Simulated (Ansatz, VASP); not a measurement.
# One calculation of Ag, two programs

```
Ag
1.0
    -1.45027    1.45027    2.05348
     1.45027   -1.45027    2.05348
     1.45027    1.45027   -2.05348
Ag
1
Direct
  0.00000 0.00000 0.00000
```

Alike in both runs: functional r2SCAN; k mesh 26 × 26 × 26; occupations gaussian, width 0.1 eV; no spin polarisation.

Ansatz relaxed the structure, and its values are those at the end. VASP's run is a single point on that final structure, the one shown.

```csv
,VASP,Ansatz
version,VASP 6.6.1,Ansatz 0.2.0
potentials or method,"VASP PAW PBE potentials, release 64 (Ag)","scalar-relativistic, plane waves, PAW"
plane-wave cutoff (eV),520,500
valence electrons in the cell,11,19
```

|  | VASP | Ansatz | Ansatz less VASP |
| --- | --- | --- | --- |
| gap on the k mesh at the Fermi level (eV) | none | none | - |
| pressure (GPa) | 0.1 | 0.0 | -0.13 |

A gap of «none» marks a metal or a gap that the smearing closes. With one functional, cell and mesh, what is left measures potentials, basis and numerics. The two sets of potentials don't hold the same shells in valence.

Caveats: the PAW data sets were made with another functional, which shifts forces and pressure a little (VASP).
